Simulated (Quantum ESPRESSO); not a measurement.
Wanted: the native input for a Quantum ESPRESSO 7.5 run.

* Task: relaxation of cell and atoms
* Functional: PBE
* Potentials or basis: SSSP 1.3 efficiency PBE
* Cutoff: 1088 eV
* Density cutoff: 8762 eV
* k mesh: 10 × 10 × 10
* Occupations: fermi-dirac, width 0.05 eV
* Spin: no spin polarisation
* Target pressure: 30 GPa
* Mixing beta: 0.5
* Most SCF iterations: 120
* SCF threshold: 4e-10 Ry
* Most ionic steps: 40
* Forc conv thr: 0.0004 Ry/bohr
* Etot conv thr: 1e-05 Ry
* Ion dynamics: bfgs
* Cell dynamics: bfgs
* Press conv thr: 0.3 kbar

GaN:

```xyz
2
Lattice="0.0000 2.2535 2.2535 2.2535 0.0000 2.2535 2.2535 2.2535 0.0000" Properties=species:S:1:pos:R:3 pbc="T T T"
Ga    0.0000    0.0000    0.0000
N     1.1268    1.1268    1.1268
```

The cell is a database's computed one.

The input as run:

pw.in

```
&CONTROL
  calculation = 'vc-relax'
  prefix = 'pwscf'
  outdir = './tmp'
  pseudo_dir = './pseudo'
  tprnfor = .true.
  tstress = .true.
  disk_io = 'low'
  nstep = 40
  forc_conv_thr = 0.0004
  etot_conv_thr = 1d-05
/
&SYSTEM
  ibrav = 0
  nat = 2
  ntyp = 2
  ecutwfc = 80
  ecutrho = 644
  nbnd = 15
  occupations = 'smearing'
  smearing = 'fd'
  degauss = 0.00367493
/
&ELECTRONS
  conv_thr = 4d-10
  electron_maxstep = 120
  mixing_beta = 0.5
/
&IONS
  ion_dynamics = 'bfgs'
/
&CELL
  cell_dynamics = 'bfgs'
  press = 300
  press_conv_thr = 0.3
/
ATOMIC_SPECIES
Ga    69.7230 Ga.pbe-dn-kjpaw_psl.1.0.0.UPF
N     14.0070 N.pbe-n-radius_5.UPF
CELL_PARAMETERS bohr
   0.0000000000    4.2584989699    4.2584989699
   4.2584989699    0.0000000000    4.2584989699
   4.2584989699    4.2584989699    0.0000000000
ATOMIC_POSITIONS bohr
Ga     0.0000000000    0.0000000000    0.0000000000
N      2.1292494849    2.1292494849    2.1292494849
K_POINTS automatic
10 10 10 0 0 0
```

Potentials or basis: SSSP 1.3 efficiency PBE.

Command:

```bash
$ OMP_NUM_THREADS=1 pw.x -in pw.in > pw.out
```

Results of the run:

* Relaxed volume: 10.32 Å³/atom
* Relaxed cell: a = 3.079 Å, b = 3.079 Å, c = 3.079 Å, α = 60.00°, β = 60.00°, γ = 60.00°
* Space group after relaxing (to 0.05 Å): F-43m (No. 216)
* Energy change on relaxing (the enthalpy is what falls): +115.3 meV/atom
* Ionic steps: 5
* Pressure after relaxing: 30.1 GPa
* Band gap on the k mesh: 2.42 eV, direct

Run time: 3.7 min on 1 thread of INTEL(R) XEON(R) PLATINUM 8581C CPU @ 2.10GHz (Emerald Rapids) (shared host), peak memory 0.22 GiB.
